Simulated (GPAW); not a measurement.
# Rh (Fm-3m) in GPAW: a series of runs, part 2 of 2

GPAW 26.7.0. Earlier steps stand in the parts before.

**3. Equation of state, vdW-DF2**

Contents of run.py:

```python
import spglib
from ase import Atoms
from ase.eos import EquationOfState
from ase.io import Trajectory, read
from ase.units import GPa
from gpaw import GPAW, PW

atoms = read('Rh.cif')
cell, positions, numbers = spglib.find_primitive(
    (atoms.cell[:], atoms.get_scaled_positions(), atoms.numbers), symprec=1e-4)
atoms = Atoms(numbers, cell=cell, scaled_positions=positions, pbc=True)

traj = Trajectory('eos.traj', 'w')
volumes, energies = [], []
for x in [0.94, 0.96, 0.98, 1.0, 1.02, 1.04, 1.06]:
    a = atoms.copy()
    a.set_cell(atoms.cell * x**(1 / 3), scale_atoms=True)
    calc = GPAW(mode=PW(600),
                xc={'name': 'vdW-DF2', 'backend': 'libvdwxc'},
                kpts={'size': (12, 12, 12), 'gamma': True},
                occupations={'name': 'fermi-dirac', 'width': 0.05},
                nbands=16,
                convergence={'density': 1e-05, 'energy': 1e-05},
                maxiter=150,
                txt=f'eos-{x:.2f}.txt')
    a.calc = calc
    energies.append(a.get_potential_energy(force_consistent=True))
    volumes.append(a.get_volume())
    calc.write(f'eos-{x:.2f}.gpw')
    traj.write(a)
    print(f'{x:.2f} {volumes[-1]:10.4f} A^3 {energies[-1]:14.6f} eV', flush=True)

v0, e0, B = EquationOfState(volumes, energies, eos='birchmurnaghan').fit()
print(f'V0 = {v0:.4f} A^3, E0 = {e0:.6f} eV, B0 = {B / GPa:.2f} GPa')
```

Contents of Rh.cif:

```cif
data_Rh
_cell_length_a 3.79570000
_cell_length_b 3.79570000
_cell_length_c 3.79570000
_cell_angle_alpha 90.00000000
_cell_angle_beta 90.00000000
_cell_angle_gamma 90.00000000
_space_group_name_H-M_alt 'Fm-3m'
_space_group_name_Hall '-F 4 2 3'
_space_group_IT_number 225
loop_
_space_group_symop_operation_xyz
'x,y,z'
'-x,-y,-z'
'-y,x,z'
'y,-x,-z'
'-x,-y,z'
'x,y,-z'
'y,-x,z'
'-y,x,-z'
'x,-y,-z'
'-x,y,z'
'-y,-x,-z'
'y,x,z'
'-x,y,-z'
'x,-y,z'
'y,x,-z'
'-y,-x,z'
'z,x,y'
'-z,-x,-y'
'z,-y,x'
'-z,y,-x'
'z,-x,-y'
'-z,x,y'
'z,y,-x'
'-z,-y,x'
'-z,x,-y'
'z,-x,y'
'-z,-y,-x'
'z,y,x'
'-z,-x,y'
'z,x,-y'
'-z,y,x'
'z,-y,-x'
'y,z,x'
'-y,-z,-x'
'x,z,-y'
'-x,-z,y'
'-y,z,-x'
'y,-z,x'
'-x,z,y'
'x,-z,-y'
'-y,-z,x'
'y,z,-x'
'-x,-z,-y'
'x,z,y'
'y,-z,-x'
'-y,z,x'
'x,-z,y'
'-x,z,-y'
'x,y+1/2,z+1/2'
'-x,-y+1/2,-z+1/2'
'-y,x+1/2,z+1/2'
[... 62 lines left out ...]
'-z+1/2,-x,-y+1/2'
'z+1/2,-y,x+1/2'
'-z+1/2,y,-x+1/2'
'z+1/2,-x,-y+1/2'
'-z+1/2,x,y+1/2'
'z+1/2,y,-x+1/2'
'-z+1/2,-y,x+1/2'
'-z+1/2,x,-y+1/2'
'z+1/2,-x,y+1/2'
'-z+1/2,-y,-x+1/2'
'z+1/2,y,x+1/2'
'-z+1/2,-x,y+1/2'
'z+1/2,x,-y+1/2'
'-z+1/2,y,x+1/2'
'z+1/2,-y,-x+1/2'
'y+1/2,z,x+1/2'
'-y+1/2,-z,-x+1/2'
'x+1/2,z,-y+1/2'
'-x+1/2,-z,y+1/2'
'-y+1/2,z,-x+1/2'
'y+1/2,-z,x+1/2'
'-x+1/2,z,y+1/2'
'x+1/2,-z,-y+1/2'
'-y+1/2,-z,x+1/2'
'y+1/2,z,-x+1/2'
'-x+1/2,-z,-y+1/2'
'x+1/2,z,y+1/2'
'y+1/2,-z,-x+1/2'
'-y+1/2,z,x+1/2'
'x+1/2,-z,y+1/2'
'-x+1/2,z,-y+1/2'
'x+1/2,y+1/2,z'
'-x+1/2,-y+1/2,-z'
'-y+1/2,x+1/2,z'
'y+1/2,-x+1/2,-z'
'-x+1/2,-y+1/2,z'
'x+1/2,y+1/2,-z'
'y+1/2,-x+1/2,z'
'-y+1/2,x+1/2,-z'
'x+1/2,-y+1/2,-z'
'-x+1/2,y+1/2,z'
'-y+1/2,-x+1/2,-z'
'y+1/2,x+1/2,z'
'-x+1/2,y+1/2,-z'
'x+1/2,-y+1/2,z'
'y+1/2,x+1/2,-z'
'-y+1/2,-x+1/2,z'
'z+1/2,x+1/2,y'
'-z+1/2,-x+1/2,-y'
'z+1/2,-y+1/2,x'
'-z+1/2,y+1/2,-x'
'z+1/2,-x+1/2,-y'
'-z+1/2,x+1/2,y'
'z+1/2,y+1/2,-x'
'-z+1/2,-y+1/2,x'
'-z+1/2,x+1/2,-y'
'z+1/2,-x+1/2,y'
'-z+1/2,-y+1/2,-x'
'z+1/2,y+1/2,x'
'-z+1/2,-x+1/2,y'
'z+1/2,x+1/2,-y'
'-z+1/2,y+1/2,x'
'z+1/2,-y+1/2,-x'
'y+1/2,z+1/2,x'
'-y+1/2,-z+1/2,-x'
'x+1/2,z+1/2,-y'
'-x+1/2,-z+1/2,y'
'-y+1/2,z+1/2,-x'
'y+1/2,-z+1/2,x'
'-x+1/2,z+1/2,y'
'x+1/2,-z+1/2,-y'
'-y+1/2,-z+1/2,x'
'y+1/2,z+1/2,-x'
'-x+1/2,-z+1/2,-y'
'x+1/2,z+1/2,y'
'y+1/2,-z+1/2,-x'
'-y+1/2,z+1/2,x'
'x+1/2,-z+1/2,y'
'-x+1/2,z+1/2,-y'
loop_
_atom_site_label
_atom_site_type_symbol
_atom_site_symmetry_multiplicity
_atom_site_Wyckoff_symbol
_atom_site_fract_x
_atom_site_fract_y
_atom_site_fract_z
_atom_site_occupancy
Rh1 Rh 4 a 0.0000000000 0.0000000000 0.0000000000 1
```

Potentials or basis: GPAW PAW data sets (gpaw-data 1.2.1), pw.

On the command line:

```sh
$ OMP_NUM_THREADS=1 python run.py
```

The program printed:

```text
__  _  _
 | _ |_)|_||  |
 |__||  | ||/\| - 26.7.0

Input parameters:
  mode=PW(ecut=600.0),
  convergence={'density': 1e-05, 'energy': 1e-05},
  kpts=MonkhorstPack(size=(12, 12, 12), gamma=True),
  maxiter=150,
  nbands=16,
  occupations=Occupations(name='fermi-dirac', width=0.05),
  xc=XC(name='vdW-DF2', backend='libvdwxc')

Diagonalizing LCAO Hamiltonian
Converting LCAO to pw mode

       Rh

Atoms  # Å, Bohr magnetons
|   | symbol |        x |        y |        z |    initial magnetic moments |
|---|--------|----------|----------|----------|-----------------------------|
| 0 |     Rh | 0.000000 | 0.000000 | 0.000000 | ( 0.0000,  0.0000,  0.0000) |

Unit cell  # Å
| periodic |        x |        y |        z |  lengths |    angles |
|----------|----------|----------|----------|----------|-----------|
|      yes | 0.000000 | 1.859107 | 1.859107 | 2.629175 | 60.000000 |
|      yes | 1.859107 | 0.000000 | 1.859107 | 2.629175 | 60.000000 |
|      yes | 1.859107 | 1.859107 | 0.000000 | 2.629175 | 60.000000 |

Number of symmetries: 48
Symmetry operations  # r_c * U_cc + t_c -> r_c
|    | kind |            matrix            |
|----|------|------------------------------|
|  0 |  σ   |  1, 0, 0,  1, 0,-1,  1,-1, 0 |
|  1 |  C2  |  1, 0, 0,  1,-1, 0,  1, 0,-1 |
|  2 |  E   |  1, 0, 0,  0, 1, 0,  0, 0, 1 |
|  3 |  σ   |  1, 0, 0,  0, 0, 1,  0, 1, 0 |
|  4 |  C4  |  1, 0,-1,  1, 0, 0,  1,-1, 0 |
|  5 |  S6  |  1, 0,-1,  1,-1, 0,  1, 0, 0 |
|  6 |  σ   |  1, 0,-1,  0, 1,-1,  0, 0,-1 |
|  7 |  C3  |  1, 0,-1,  0, 0,-1,  0, 1,-1 |
|  8 |  S6  |  1,-1, 0,  1, 0, 0,  1, 0,-1 |
|  9 |  C4  |  1,-1, 0,  1, 0,-1,  1, 0, 0 |
| 10 |  C3  |  1,-1, 0,  0,-1, 1,  0,-1, 0 |
| 11 |  σ   |  1,-1, 0,  0,-1, 0,  0,-1, 1 |
| 12 |  σ   |  0, 1, 0,  1, 0, 0,  0, 0, 1 |
| 13 |  C4  |  0, 1, 0,  0, 1,-1, -1, 1, 0 |
| 14 |  C3  |  0, 1, 0,  0, 0, 1,  1, 0, 0 |
| 15 |  S6  |  0, 1, 0, -1, 1, 0,  0, 1,-1 |
| 16 |  C2  |  0, 1,-1,  1, 0,-1,  0, 0,-1 |
| 17 |  σ   |  0, 1,-1,  0, 1, 0, -1, 1, 0 |
| 18 |  S4  |  0, 1,-1,  0, 0,-1,  1, 0,-1 |
| 19 |  C4  |  0, 1,-1, -1, 1, 0,  0, 1, 0 |
| 20 |  C3  |  0, 0, 1,  1, 0, 0,  0, 1, 0 |
| 21 |  σ   |  0, 0, 1,  0, 1, 0,  1, 0, 0 |
| 22 |  S6  |  0, 0, 1,  0,-1, 1, -1, 0, 1 |
| 23 |  C4  |  0, 0, 1, -1, 0, 1,  0,-1, 1 |
| 24 |  S4  |  0, 0,-1,  1, 0,-1,  0, 1,-1 |
| 25 |  C3  |  0, 0,-1,  0, 1,-1,  1, 0,-1 |
| 26 |  C2  |  0, 0,-1,  0,-1, 0, -1, 0, 0 |
| 27 |  S6  |  0, 0,-1, -1, 0, 0,  0,-1, 0 |
| 28 |  S4  |  0,-1, 1,  1,-1, 0,  0,-1, 0 |
| 29 |  C4  |  0,-1, 1,  0, 0, 1, -1, 0, 1 |
| 30 |  C2  |  0,-1, 1,  0,-1, 0,  1,-1, 0 |
| 31 |  σ   |  0,-1, 1, -1, 0, 1,  0, 0, 1 |
| 32 |  C3  |  0,-1, 0,  1,-1, 0,  0,-1, 1 |
| 33 |  S6  |  0,-1, 0,  0, 0,-1, -1, 0, 0 |
| 34 |  S4  |  0,-1, 0,  0,-1, 1,  1,-1, 0 |
[... 59 lines left out ...]

species:
  Rh:
    name:    Rhodium
    Z:       45.0
    valence: 15
    core:    30
    charge:  0.0  # [|e|]
    compensation charges:
      type: gauss
      rc: 0.38  # [Å]
      lmax: 2
    cutoffs:
      filter: 2.48  # [Å]
      core: 2.35  # [Å]
    projectors
    | kind |    occ | energy [eV] | rcut [Å] |
    |------|--------|-------------|----------|
    |   5s |  1.000 |      -4.297 |    1.270 |
    |   4p |  6.000 |     -50.429 |    1.381 |
    |   5p |  0.000 |      -0.852 |    1.381 |
    |   4d |  8.000 |      -5.942 |    1.244 |
    |    s |        |      22.915 |    1.270 |
    |    d |        |      21.270 |    1.244 |

    Using partial waves for Rh as LCAO basis

Reference energy: -130134.647000  # eV

eigensolver:
  PPCG
  Converge bands: occupied
  niter=2

density mixing:
  MSR1-Mixer
  Pratt-step length: 0.05
  Maximum mixing coefficient: 0.75
  Old densities: 10
  SVD Regularization: 0.005
  Good broyden scale: 1.0
  Trust region scale: 1.0
  Backstep threshold: 4.0
  History deletion threshold: 6.0
  Fourier metric: weight=20.0, sigma=0.015

occupation numbers:
  Fermi-Dirac:
    width: 0.0500  # eV

poisson solver:
  ecut: 4800.0  # eV

xc functional:
  name: vdW-DF2 with libvdwxc
  Mode: serial
  Semilocal: GGA_X_RPW86+LDA_C_PW with 2 nearest neighbor stencil
  Local blocksize: 30 x 30 x 30
  PAW datasets: PBE

convergence criteria:
- Maximum integral of absolute [dens]ity change: 1e-05 electrons / valence electron
- Maximum [total energy] change in last 3 cyles: 1e-05 eV / valence electron
- Maximum integral of absolute [eigenst]ate change: 4e-08 eV^2 / valence electron
maximum number of iterations: 150

SCF iterations
|iter     | |      energy | eigst |  dens |
|---------|-|-------------|-------|-------|
|iter:   1| | -101.207310 | +0.01 |       |
|iter:   2| | -101.099177 | -2.84 | -1.20 |
|iter:   3| | -100.647073 | -2.19 | -1.26 |
|iter:   4| | -100.631299 | -3.88 | -2.40 |
|iter:   5| | -100.624740 | -3.64 | -2.60 |
|iter:   6| | -100.624666 | -6.02 | -3.79 |
|iter:   7| | -100.624651c| -6.39 | -4.15 |
|iter:   8| | -100.624651c| -7.70c| -4.90 |
|iter:   9| | -100.624651c| -7.63c| -5.25c|

Converged in 9 steps
Energy contributions relative to reference atoms: (reference = -130134.647000)

Energy contributions:
  Kinetic:          21.782051
  Coulomb:         -20.901213
  Zero:             -0.431195
  External:          0.000000
  Xc:             -101.069781
  Entropy:          -0.009024
  Spinorbit:         0.000000
  ----------------------------
  Free energy:    -100.629163
  Extrapolated:   -100.624651

dipole moment: (-11.119680, -11.119680, -11.119680)  # |e|*Ang

Fermi level: 13.348
Eigenvalues  # (at kpt = [-0.000, -0.000, -0.000])
| band index |      eig [eV] | occ [0-2] |
|------------|---------------|-----------|
|          0 |       -33.270 |     2.000 |
|          1 |       -33.270 |     2.000 |
|          2 |       -33.270 |     2.000 |
|          3 |         5.291 |     2.000 |
|          4 |         9.961 |     2.000 |
|          5 |         9.961 |     2.000 |
[... 8 lines left out ...]
|         14 |        47.286 |     0.000 |
|         15 |        47.286 |     0.000 |

No gap
No difference between direct/indirect transitions
# Writing to eos-0.94.gpw (mode='')
```

Run time: 1.9 min. Hardware: 1 thread of Arm Neoverse N1, shared host; peak memory 0.21 GiB.

What came out:

| Item | Value |
| --- | --- |
| Equilibrium volume | 15.85 Å³/atom (rough: see the caveat) |
| Bulk modulus | 175 GPa (rough) |

Energy against volume, from the lowest point:
| volume (Å³/atom) | energy (meV/atom) |
| --- | --- |
| 12.851 | 396.42 |
| 13.125 | 298.21 |
| 13.398 | 214.24 |
| 13.671 | 144.04 |
| 13.945 | 85.75 |
| 14.218 | 38.09 |
| 14.492 | 0.00 |

Caveat: the minimum lies outside the volumes run; the PAW data sets were made with another functional, which shifts forces and pressure a little.

**4. Equation of state, SCAN**

Edit run.py of step 3 so:

```diff
@@ -18,3 +18,3 @@
     calc = GPAW(mode=PW(600),
-                xc={'name': 'vdW-DF2', 'backend': 'libvdwxc'},
+                xc='MGGA_X_SCAN+MGGA_C_SCAN',
                 kpts={'size': (12, 12, 12), 'gamma': True},
@@ -28,5 +28,6 @@
     volumes.append(a.get_volume())
+    p = -a.get_stress()[:3].mean() / GPa
     calc.write(f'eos-{x:.2f}.gpw')
     traj.write(a)
-    print(f'{x:.2f} {volumes[-1]:10.4f} A^3 {energies[-1]:14.6f} eV', flush=True)
+    print(f'{x:.2f} {volumes[-1]:10.4f} A^3 {energies[-1]:14.6f} eV {p:9.3f} GPa', flush=True)
```

Rh.cif is that of step 3.

Potentials or basis: GPAW PAW data sets (gpaw-data 1.2.1), pw.

On the command line:

```sh
$ OMP_NUM_THREADS=1 python run.py
```

The program printed:

```text
__  _  _
 | _ |_)|_||  |
 |__||  | ||/\| - 26.7.0

Input parameters:
  mode=PW(ecut=600.0),
  convergence={'density': 1e-05, 'energy': 1e-05},
  kpts=MonkhorstPack(size=(12, 12, 12), gamma=True),
  maxiter=150,
  nbands=16,
  occupations=Occupations(name='fermi-dirac', width=0.05),
  xc=XC(name='MGGA_X_SCAN+MGGA_C_SCAN')

Diagonalizing LCAO Hamiltonian
Converting LCAO to pw mode

       Rh

Atoms  # Å, Bohr magnetons
|   | symbol |        x |        y |        z |    initial magnetic moments |
|---|--------|----------|----------|----------|-----------------------------|
| 0 |     Rh | 0.000000 | 0.000000 | 0.000000 | ( 0.0000,  0.0000,  0.0000) |

Unit cell  # Å
| periodic |        x |        y |        z |  lengths |    angles |
|----------|----------|----------|----------|----------|-----------|
|      yes | 0.000000 | 1.872200 | 1.872200 | 2.647691 | 60.000000 |
|      yes | 1.872200 | 0.000000 | 1.872200 | 2.647691 | 60.000000 |
|      yes | 1.872200 | 1.872200 | 0.000000 | 2.647691 | 60.000000 |

Number of symmetries: 48
Symmetry operations  # r_c * U_cc + t_c -> r_c
|    | kind |            matrix            |
|----|------|------------------------------|
|  0 |  σ   |  1, 0, 0,  1, 0,-1,  1,-1, 0 |
|  1 |  C2  |  1, 0, 0,  1,-1, 0,  1, 0,-1 |
|  2 |  E   |  1, 0, 0,  0, 1, 0,  0, 0, 1 |
|  3 |  σ   |  1, 0, 0,  0, 0, 1,  0, 1, 0 |
|  4 |  C4  |  1, 0,-1,  1, 0, 0,  1,-1, 0 |
|  5 |  S6  |  1, 0,-1,  1,-1, 0,  1, 0, 0 |
|  6 |  σ   |  1, 0,-1,  0, 1,-1,  0, 0,-1 |
|  7 |  C3  |  1, 0,-1,  0, 0,-1,  0, 1,-1 |
|  8 |  S6  |  1,-1, 0,  1, 0, 0,  1, 0,-1 |
|  9 |  C4  |  1,-1, 0,  1, 0,-1,  1, 0, 0 |
| 10 |  C3  |  1,-1, 0,  0,-1, 1,  0,-1, 0 |
| 11 |  σ   |  1,-1, 0,  0,-1, 0,  0,-1, 1 |
| 12 |  σ   |  0, 1, 0,  1, 0, 0,  0, 0, 1 |
| 13 |  C4  |  0, 1, 0,  0, 1,-1, -1, 1, 0 |
| 14 |  C3  |  0, 1, 0,  0, 0, 1,  1, 0, 0 |
| 15 |  S6  |  0, 1, 0, -1, 1, 0,  0, 1,-1 |
| 16 |  C2  |  0, 1,-1,  1, 0,-1,  0, 0,-1 |
| 17 |  σ   |  0, 1,-1,  0, 1, 0, -1, 1, 0 |
| 18 |  S4  |  0, 1,-1,  0, 0,-1,  1, 0,-1 |
| 19 |  C4  |  0, 1,-1, -1, 1, 0,  0, 1, 0 |
| 20 |  C3  |  0, 0, 1,  1, 0, 0,  0, 1, 0 |
| 21 |  σ   |  0, 0, 1,  0, 1, 0,  1, 0, 0 |
| 22 |  S6  |  0, 0, 1,  0,-1, 1, -1, 0, 1 |
| 23 |  C4  |  0, 0, 1, -1, 0, 1,  0,-1, 1 |
| 24 |  S4  |  0, 0,-1,  1, 0,-1,  0, 1,-1 |
| 25 |  C3  |  0, 0,-1,  0, 1,-1,  1, 0,-1 |
| 26 |  C2  |  0, 0,-1,  0,-1, 0, -1, 0, 0 |
| 27 |  S6  |  0, 0,-1, -1, 0, 0,  0,-1, 0 |
| 28 |  S4  |  0,-1, 1,  1,-1, 0,  0,-1, 0 |
| 29 |  C4  |  0,-1, 1,  0, 0, 1, -1, 0, 1 |
| 30 |  C2  |  0,-1, 1,  0,-1, 0,  1,-1, 0 |
| 31 |  σ   |  0,-1, 1, -1, 0, 1,  0, 0, 1 |
[... 70 lines left out ...]
    compensation charges:
      type: gauss
      rc: 0.38  # [Å]
      lmax: 2
    cutoffs:
      filter: 2.48  # [Å]
      core: 2.35  # [Å]
    projectors
    | kind |    occ | energy [eV] | rcut [Å] |
    |------|--------|-------------|----------|
    |   5s |  1.000 |      -4.297 |    1.270 |
    |   4p |  6.000 |     -50.429 |    1.381 |
    |   5p |  0.000 |      -0.852 |    1.381 |
    |   4d |  8.000 |      -5.942 |    1.244 |
    |    s |        |      22.915 |    1.270 |
    |    d |        |      21.270 |    1.244 |

    Using partial waves for Rh as LCAO basis

Reference energy: -130134.647000  # eV

eigensolver:
  PPCG
  Converge bands: occupied
  niter=2

density mixing:
  MSR1-Mixer
  Pratt-step length: 0.05
  Maximum mixing coefficient: 0.75
  Old densities: 10
  SVD Regularization: 0.005
  Good broyden scale: 1.0
  Trust region scale: 1.0
  Backstep threshold: 4.0
  History deletion threshold: 6.0
  Fourier metric: weight=20.0, sigma=0.015

occupation numbers:
  Fermi-Dirac:
    width: 0.0500  # eV

poisson solver:
  ecut: 4800.0  # eV

xc functional:
  name: MGGA_X_SCAN+MGGA_C_SCAN with 2 nearest neighbor stencil

convergence criteria:
- Maximum integral of absolute [dens]ity change: 1e-05 electrons / valence electron
- Maximum [total energy] change in last 3 cyles: 1e-05 eV / valence electron
- Maximum integral of absolute [eigenst]ate change: 4e-08 eV^2 / valence electron
maximum number of iterations: 150

SCF iterations
|iter     | |      energy | eigst |  dens |
|---------|-|-------------|-------|-------|
|iter:   1| |  -33.022998 | +0.12 |       |
|iter:   2| |  -30.072292 | -1.73 | -1.08 |
|iter:   3| |  -29.756856 | -2.65 | -1.19 |
|iter:   4| |  -29.665590 | -2.62 | -1.48 |
|iter:   5| |  -29.672043 | -3.32 | -2.13 |
|iter:   6| |  -29.675225 | -3.18 | -2.42 |
|iter:   7| |  -29.674942 | -5.29 | -2.87 |
|iter:   8| |  -29.674937 | -6.97 | -3.96 |
|iter:   9| |  -29.674937c| -7.22 | -4.20 |
|iter:  10| |  -29.674937c| -8.40c| -4.49 |
|iter:  11| |  -29.674937c| -8.46c| -5.41c|

Converged in 11 steps
Energy contributions relative to reference atoms: (reference = -130134.647000)

Energy contributions:
  Kinetic:          -0.389876
  Coulomb:          -1.216119
  Zero:             -0.163735
  External:          0.000000
  Xc:              -27.901551
  Entropy:          -0.007310
  Spinorbit:         0.000000
  ----------------------------
  Free energy:     -29.678592
  Extrapolated:    -29.674937

dipole moment: (-11.325343, -11.325343, -11.325343)  # |e|*Ang

Fermi level: 12.475
Eigenvalues  # (at kpt = [-0.000, -0.000, -0.000])
| band index |      eig [eV] | occ [0-2] |
|------------|---------------|-----------|
|          0 |       -35.554 |     2.000 |
|          1 |       -35.554 |     2.000 |
|          2 |       -35.554 |     2.000 |
|          3 |         3.764 |     2.000 |
|          4 |         9.028 |     2.000 |
|          5 |         9.028 |     2.000 |
[... 8 lines left out ...]
|         14 |        41.433 |     0.000 |
|         15 |        46.888 |     0.000 |

No gap
No difference between direct/indirect transitions

Stress tensor  # eV/Ang^3
|         x |         y |         z |
|-----------|-----------|-----------|
| -0.091446 |  0.000000 |  0.000000 |
|  0.000000 | -0.091446 | -0.000000 |
|  0.000000 | -0.000000 | -0.091446 |

# Writing to eos-0.96.gpw (mode='')
```

Wall time 5.9 min (1 thread of Arm Neoverse N1, shared host); peak memory 0.65 GiB.

Results:

```
Equilibrium volume : 13.74 Å³/atom (rough: see the caveat)
Bulk modulus       : 286 GPa (rough)
```

Energy against volume, from the lowest point:
| volume (Å³/atom) | energy (meV/atom) |
| --- | --- |
| 12.851 | 58.63 |
| 13.125 | 26.90 |
| 13.398 | 7.69 |
| 13.671 | 0.00 |
| 13.945 | 2.32 |
| 14.218 | 13.47 |
| 14.492 | 32.43 |

Caveat: the points scatter about the fit; the PAW data sets were made with another functional, which shifts forces and pressure a little.

**5. Comparison with measurements**

Step 2. Measured bulk modulus of Rh: 264 GPa (quoted in “Thermal equation of state of rhodium characterized by XRD in a resistively heated diamond anvil cell”, 2024, pmc:11535440). This calculation gives 320 GPa (+21.3 %). The fit is for a static lattice scaled at fixed shape and fixed fractional positions.
